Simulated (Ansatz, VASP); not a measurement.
## TaN in VASP and in Ansatz

File INCAR:

```
  PREC = Accurate
  ENCUT = 520
  EDIFF = 1E-6
  ISMEAR = 0
  SIGMA = 0.03
  LREAL = False
  LASPH = True
  NELM = 100
  ALGO = Normal
  ISIF = 2
  LWAVE = False
  LCHARG = False
  GGA = PE
  NBANDS = 15
```

The input KPOINTS:

```
Automatic mesh
0
Gamma
  10 10 10
```

File POSCAR:

```
TaN
1.0
    0.0000000000      2.2113230000      2.2113230000
    2.2113230000      0.0000000000      2.2113230000
    2.2113230000      2.2113230000      0.0000000000
Ta N
1 1
Direct
    0.5000000000      0.5000000000      0.5000000000
    0.0000000000      0.0000000000      0.0000000000
```

input.yaml

```yaml
crystal:
  lattice:
    - [0.0, 2.211323, 2.211323]
    - [2.211323, 0.0, 2.211323]
    - [2.211323, 2.211323, 0.0]
  atoms:
    - { symbol: Ta, position: [0.5, 0.5, 0.5] }
    - { symbol: "N", position: [0.0, 0.0, 0.0] }
kpoints:
  mp_grid: { grid: [10, 10, 10] }
scf:
  occupations: { method: gaussian, width: 0.03 }
hamiltonian:
  xc: pbe
  pseudopotentials: { kind: all_electron, lapw: { basis_error: 0.001 } }
output:
  forces: true
  stress: true
  eigenvalues: true
```

The cell comes from a database or a generator and needn't be the stable form of this composition.

Alike in both runs: task single point; functional PBE; k mesh 10 × 10 × 10; occupations gaussian, width 0.03 eV; no spin polarisation.

|  | VASP | Ansatz |
| --- | --- | --- |
| version | VASP 6.6.1 | Ansatz 0.2.0 |
| potentials or method | VASP PAW PBE potentials, release 64 (Ta_pv, N) | all-electron LAPW, scalar-relativistic |
| plane-wave cutoff (eV) | 520 | see its input |

|  | VASP | Ansatz | Ansatz less VASP |
| --- | --- | --- | --- |
| gap on the k mesh at the Fermi level (eV) | none | none | - |
| pressure (GPa) | -0.6 | -1.2 | -0.62 |

A gap of «none» marks a metal or a gap that the smearing closes. Ansatz ran all-electron here, so the differences hold the error of VASP's frozen core and of both bases.

The runs have no spin-orbit coupling, so splittings on Ta are missing.
